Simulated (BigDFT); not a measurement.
Here is a BigDFT 1.9.6 calculation.

File input.yaml:

```yaml
dft:
  hgrids: [0.4151, 0.4151, 0.52]
  rmult: [10.0, 8.0]
  ixc: -106131
  gnrm_cv: 3.e-05
  ncong: 2
  idsx: 6
  nspin: 2
  mpol: 0
  itermax: 80
  nrepmax: 2
  norbv: 5
  nvirt: 2
  itermax_virt: 30
  gnrm_cv_virt: 0.001
kpt:
  method: mpgrid
  ngkpt: [5, 5, 3]
ig_occupation:
  Atom 1: {3p: {up: 2.0, down: 1.0}, 3s: {up: 1.0, down: 1.0}}
  Atom 2: {3p: {up: 1.0, down: 2.0}, 3s: {up: 1.0, down: 1.0}}
  Atom 3: {2p: {up: 0.5, down: 0.5}, 2s: {up: 1.0, down: 1.0}}
  Atom 4: {2p: {up: 0.5, down: 0.5}, 2s: {up: 1.0, down: 1.0}}
```

posinp.yaml

```yaml
units: angstroem
cell: [3.074990071, 3.074990071, 4.348692662]
positions:
- {P: [0.0, 1.537495035, 3.261519497], IGSpin: 1}
- {P: [1.537495035, 0.0, 1.087173166], IGSpin: -1}
- {B: [1.537495035, 1.537495035, 2.174346331]}
- {B: [0.0, 0.0, 0.0]}
```

Potentials or basis: GTH-PADE (B q3, P q5).

Command:

```bash
$ OMP_NUM_THREADS=1 bigdft  # reads input.yaml, posinp.yaml, psppar.B, psppar.P
```

Q: What does it give for the pressure?

A: 24.1 GPa.

Stress tensor (GPa, compression positive):
```
24.38  0.00  0.00
 0.00 24.38  0.00
 0.00  0.00 23.47
```

Caveat: the k mesh is coarse (spacing up to 0.48 Å⁻¹), so the values aren't converged; the potentials were made for another functional, which shifts forces and pressure; the log prints the pressure with the opposite sign; the total moment is fixed, so each spin has its own Fermi level.
